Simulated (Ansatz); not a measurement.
# SiO2 — ¹⁷O NMR of the central transition

Cell: an entry of the Crystallography Open Database (COD), ions relaxed with PBE at fixed cell.

Space group P2_13 (No. 198); a = 7.1600 Å.

| site | Wyckoff | site symmetry | x | y | z |
| --- | --- | --- | --- | --- | --- |
| Si1 | 4a | .3. | 0.2807 | 0.2807 | 0.2807 |
| Si5 | 4a | .3. | 0.0206 | 0.0206 | 0.0206 |
| O9 | 4a | .3. | 0.1505 | 0.1505 | 0.1505 |
| O13 | 12b | 1 | 0.6398 | 0.6616 | 0.0434 |

One atom of each set is listed.

Level of theory: DFT, PBEsol, plane waves and PAW, scalar-relativistic, 420 eV cutoff, Γ-centred 4×4×4 k-points, Fermi–Dirac smearing 0.02 eV (Ansatz 0.2.0).

¹⁷O has I = 5/2 and Q = -25.58 mb (Pyykkö 2018); at 7.05 T its Larmor frequency is ν₀ = 40.7 MHz. Only the quadrupole interaction is simulated: positions count from each site's isotropic chemical shift, and J coupling is left out, as are shift anisotropy and dipolar coupling, which fast spinning averages.

Q: Give C_Q, η, the quadrupolar product P_Q = |C_Q|(1 + η²/3)^½, the second-order isotropic shift and the breadth of the pattern (fast magic-angle spinning) for each O site.

A: 

| site | first shell | C_Q (MHz) | η | P_Q (MHz) | δ_QIS (ppm) | breadth (kHz) |
| --- | --- | --- | --- | --- | --- | --- |
| O9 | 2 Si at 1.61 Å, angle 180° | -6.46 | 0.00 | 6.46 | -151 | 13.2 |
| O13 | 2 Si at 1.62 Å, angle 146° | -5.90 | 0.17 | 5.93 | -127 | 11.6 |

δ_QIS = −(ν_Q²/30ν₀²)[I(I+1) − 3/4](1 + η²/3) × 10⁶ ppm with ν_Q = 3|C_Q|/[2I(2I−1)]; it falls as 1/B₀² in ppm, and the breadth as 1/B₀ in kHz.

An axis of threefold or higher order runs through O9, so V_zz lies along it and η is zero. At O13 V_zz runs parallel to the line that joins its two neighbours (within 1°).

The database positions were far from equilibrium, so the relaxed structure may not be the compound's real one.
